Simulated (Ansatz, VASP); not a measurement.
# Two plane-wave programs on CaO3

INCAR

```
SYSTEM = CaO3
  PREC = Accurate
  ENCUT = 520
  EDIFF = 1E-6
  ISMEAR = 0
  SIGMA = 0.1
  LREAL = .FALSE.
  LASPH = .TRUE.
  NELM = 100
  ALGO = Normal
  ISIF = 2
  LWAVE = .FALSE.
  LCHARG = .FALSE.
  GGA = PE
  NBANDS = 22
```

File KPOINTS:

```
Automatic mesh
0
G
  6 6 6
  0 0 0
```

POSCAR

```
CaO3
1.0
    0.0000000000      3.1579031100      3.1579031100
    3.1579031100      0.0000000000      3.1579031100
    3.1579031100      3.1579031100      0.0000000000
Ca O
1 3
Direct
    0.0000000000      0.0000000000      0.0000000000
    0.7500000000      0.7500000000      0.7500000000
    0.5000000000      0.5000000000      0.5000000000
    0.2500000000      0.2500000000      0.2500000000
```

Input for Ansatz:

```yaml
crystal:
  lattice:
    - [0.0, 3.15790311, 3.15790311]
    - [3.15790311, 0.0, 3.15790311]
    - [3.15790311, 3.15790311, 0.0]
  atoms:
    - { symbol: Ca, position: [0.0, 0.0, 0.0] }
    - { symbol: O, position: [0.75, 0.75, 0.75] }
    - { symbol: O, position: [0.5, 0.5, 0.5] }
    - { symbol: O, position: [0.25, 0.25, 0.25] }
basis:
  ecutwfc: 420
kpoints:
  mp_grid: { grid: [6, 6, 6] }
hamiltonian:
  xc: pbe
scf:
  occupations: { method: gaussian, width: 0.1 }
  lower_state_search: "off"
output:
  forces: true
  stress: true
  eigenvalues: true
```

Change from the starting cell: species swapped into the CeMg3 type (Fm-3m, No. 225).

Alike in both runs: task single point; functional PBE; k mesh 6 × 6 × 6; occupations gaussian, width 0.1 eV; no spin polarisation.

|  | VASP | Ansatz |
| --- | --- | --- |
| version | VASP 6.6.1 | Ansatz 0.2.0 |
| potentials or method | VASP PAW PBE potentials, release 64 (Ca_sv, O) | scalar-relativistic, plane waves, PAW |
| plane-wave cutoff (eV) | 520 | 420 |
| valence electrons in the cell | 28 | 28 |

VASP gave:

```
gap on the k mesh at the Fermi level (eV) : none
pressure (GPa)                            : -15.6
```

What did Ansatz give for the same quantities?

gap on the k mesh at the Fermi level (eV): none; pressure (GPa): -15.5.

A gap of «none» marks a metal or a gap that the smearing closes. With one functional, cell and mesh, what is left measures potentials, basis and numerics.

Caveats: so large a pressure means that the cell lies far from this level's equilibrium, or that cutoff or potentials fall short (VASP).
